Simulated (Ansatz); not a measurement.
An Ansatz input:

```yaml
crystal:
  lattice:
    - [1.8778599936, 1.0841829728, 2.1547276236]
    - [-1.8778599936, 1.0841829728, 2.1547276236]
    - [0.0, -2.1683659456, 2.1547276235]
  atoms:
    - { symbol: Hg, position: [0.0, 0.0, 0.0] }
hamiltonian:
  xc: r2scan
  pseudopotentials:
    kind: paw
    azcp:
      Hg: "pseudopotentials/Hg.paw.azcp"
basis:
  ecutwfc: 500
  fft_grid_basis: typed
kpoints:
  mp_grid: { grid: [11, 11, 11], shift: [0, 0, 0] }
magnetization:
  spin_polarized: false
scf:
  occupations: { method: methfessel_paxton, width: 0.3 }
  lower_state_search: "off"
output:
  stress: true
```

Terminal output

```
Engine: ansatz 0.2.0, aarch64-unknown-linux-gnu
Pseudopotentials: kind: paw
Pseudopotential: Hg, paw, valence charge 20, recommended cutoff 500 eV (meta_gga) 
Functional definition: r2SCAN
  parameter k0 = 0.174
  parameter k1 = 0.065
  parameter a1 = 4.9479
  exchange = r2scan_x(k0 = k0, k1 = k1, a1 = a1)
  correlation = r2scan_c
Crystal: 1 atoms, lattice volume = 26.321 Å³
Basis set: ecut = 500 eV, 667 PW (Γ), exchange–correlation on 96×96×96 points (64 copies of the dense FFT grid, shifted against one another)
Bands: 14, of which v1, the nominal top of the filled ones, is band 10 counted from 1 (9 counted from 0)
Symmetry: 12 space group operations
Space group: R-3m (ITA 166), of the structure as read, at distance tolerance 3.0e-5 Å
k-points: 146 of 1331
Non-local potential: Hg, projectors of the file, l = 0: 3, l = 1: 2, l = 2: 2, l = 3: 1
PAW form: soft (Blöchl's): semilocal exchange-correlation on the pseudo side does not see the compensation charge
PAW frozen core: Hg, regenerated for the run's functional (the file was generated under x = pbe(κ = 0.804, μ = 0.2195149727645171), c = pbe(β = 0.06672455060314922))
PAW one-centre angular grid: Hg, 590 points (default); XC on 160 Gauss nodes
Initial density: superposition of atomic densities (neutral atoms: chi_scale 0, normalization atom), corrected by the library's trained network
Initial wavefunctions: pseudopotential atomic-orbital guess
Functional: x = r2scan, c = r2scan; τ floored in thin density (d = 2e-4 eV/Å³)
SCF iter   1: F=—  HF=-13827.825785 eV  |F-HF|=—  |Δ(HF+E_count)|=         —  Δρ=8.14e-3  dr2=1.80e-2  dr2_τ=2.38e-3  ethr=1.77e-3  ⟨swp⟩=4.7  Hψ=10367  notcnv=0
SCF iter   2: F=—  HF=-13827.821971 eV  |F-HF|=—  |Δ(HF+E_count)|=   3.81e-3  S|Δr|=    0.00e0  Δρ=4.11e-3  dr2=4.66e-3  dr2_τ=3.86e-4  ethr=9.02e-5  ⟨swp⟩=1.0  Hψ=3212  notcnv=0
SCF iter   3: F=—  HF=-13827.820880 eV  |F-HF|=—  |Δ(HF+E_count)|=   1.09e-3  S|Δr|=    0.00e0  Δρ=5.23e-4  dr2=3.48e-5  dr2_τ=6.95e-6  ethr=2.33e-5  ⟨swp⟩=2.0  Hψ=2897  notcnv=0
SCF iter   4: F=—  HF=-13827.820926 eV  |F-HF|=—  |Δ(HF+E_count)|=   4.68e-5  S|Δr|=    0.00e0  Δρ=8.22e-5  dr2=1.02e-6  dr2_τ=1.46e-7  ethr=1.74e-7  ⟨swp⟩=2.0  Hψ=3359  notcnv=0
SCF iter   5: F=-13827.820927 eV  HF=-13827.820927 eV  |F-HF|=7.39e-9  |Δ(HF+E_count)|=   5.06e-7  S|Δr|=    0.00e0  Δρ=4.95e-6  dr2=2.20e-9  dr2_τ=1.25e-9  ethr=5.00e-10  ⟨swp⟩=4.9  Hψ=7142  notcnv=0
SCF 1 converged in 5 iterations: F = -13827.820927 eV  dr2 = 2.20e-9
SCF converged after 5 iterations
Stability not checked: this state was not tested for a lower state beside it, because cold or Methfessel-Paxton smearing, or corrected tetrahedra, fill the levels in a way that the test cannot read (fill_not_monotonic; see scf.lower_state_search)
Free energy (F): -13827.820927 eV
Harris-Foulkes:  -13827.820927 eV  (|F-HF|=7.39e-9)
Internal energy: -13827.821658 eV  (E = F + TS)
E sigma→0 (E₀):  -13827.821110 eV
Entropy (-TS):   0.000731 eV (0.731 meV/atom)
Fermi energy:    12.805459 eV
Step filling:    the computed levels leave a gap of 0.0412 eV = 0.1 smearing widths at the electron count; against every level under it full and every level over it empty, smearing changes F+E_penalty+E_count by +0.403 meV and its σ→0 estimate by +0.221 meV
--- Per-component energies (eV) ---
  E_band       = -446.904014
  E_kinetic    = 604.761233
  E_local      = -2721.654181  (includes V_loc(G=0)·N_el)
  E_nonlocal   = 73.801843
  E_hartree    = 1164.111012
  E_xc         = -208.396856
  E_vxc        = -290.179538  (∫ρ·V_xc dr)
  E_paw        = -9971.978386  (= ΣΔE_a)
  E_vpaw       = -462.045075  (= ΣTr[D̂ρ^β])
  E_aug_tail   = 0.000373  (compensation charges beyond the density's cutoff)
  E_vtau       = 20.188421  (kinetic-family band-sum trace: ∫τ·v_τ [+ j·A + Jᵃ·Aᵃ] dr)
  E_ewald      = -2768.317767
  E_core_change = -0.148928  (= ΣΔE_core)
  E_smearing   = 0.000731  (= −TS)
  E_closure    = -0.000000  (closes the sum)
  Σ components = -13827.820927   (vs F -13827.820927, Δ=0.00e0)
--- Stress (GPa, compression-positive) ---
        0.026452       0.000000      -0.000000
        0.000000       0.026452      -0.000000
        0.000000      -0.000000       0.069260
  P = ⅓ Tr σ = 0.0407 GPa (0.407 kbar)
```

Launched by

```sh
ansatz run input.yaml --threads 2 --pin off --max-ram 5120MiB --backend cpu --events-out ev --progress --plain --runs-dir out
```

On 2 threads of Arm Neoverse V1 (shared host) this took about 2.9 s of wall time and 5.5 s of CPU time, with 0.39 GiB at the peak.
